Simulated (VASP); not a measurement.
**LiF (Griceite): relaxation of cell and atoms with r2SCAN**

Crystal: LiF (Griceite).

```xyz
2
Lattice="0.0000 1.9867 1.9867 1.9867 0.0000 1.9867 1.9867 1.9867 0.0000" Properties=species:S:1:pos:R:3 pbc="T T T"
Li    1.9867    1.9867    3.9734
F     1.9867    1.9867    1.9867
```

```json
{
  "Program": "VASP 6.6.1",
  "Task": "relaxation of cell and atoms",
  "Functional": "r2SCAN",
  "Potentials or basis": "VASP PAW PBE potentials, release 64 (Li_sv, F)",
  "Cutoff": "600 eV",
  "k mesh": "12 × 12 × 12",
  "Occupations": "gaussian, width 0.03 eV",
  "Spin": "no spin polarisation",
  "Further INCAR settings": "ALGO = Normal; EDIFF = 1e-07; IBRION = 2; EDIFFG = -0.005; NSW = 90; ISIF = 3"
}
```

- Pressure after relaxing: 0.1 GPa
- Band gap on the k mesh: 10.67 eV, direct

Final structure:
```cif
data_structure
_symmetry_space_group_name_H-M 'P 1'
_symmetry_Int_Tables_number 1
_cell_length_a 2.8096
_cell_length_b 2.8096
_cell_length_c 2.8096
_cell_angle_alpha 60.000
_cell_angle_beta 60.000
_cell_angle_gamma 60.000
_cell_volume 15.68
loop_
_atom_site_label
_atom_site_type_symbol
_atom_site_fract_x
_atom_site_fract_y
_atom_site_fract_z
_atom_site_occupancy
Li1 Li 0.00000 0.00000 0.00000 1
F1 F 0.50000 0.50000 0.50000 1
```

Levels at points of the mesh, in eV from the valence-band top:
```tsv
k point	band 2	band 3	band 4	band 5	band 6	band 7	band 8	band 9
(0.00, 0.00, 0.00)	-21.21	0.00	0.00	0.00	10.67	25.90	25.90	25.90
(0.50, 0.00, 0.00)	-20.77	-2.61	-0.26	-0.26	12.07	18.66	20.78	20.78
(0.50, 0.50, 0.00)	-20.48	-3.18	-1.07	-1.07	16.47	17.65	19.65	22.44
```

It took 72 s on 1 thread of AMD EPYC 7R13 Processor (Zen 3) (shared host), peak memory 0.11 GiB.

Caveat: the cutoff is under 1.25 times the usual one of these potentials, so pressure, stress and relaxed cells hold a basis-set (Pulay) error; the relaxation stopped at its first step, so nothing moved; the PAW data sets were made with another functional, which shifts forces and pressure a little. A k mesh can miss the band edges.
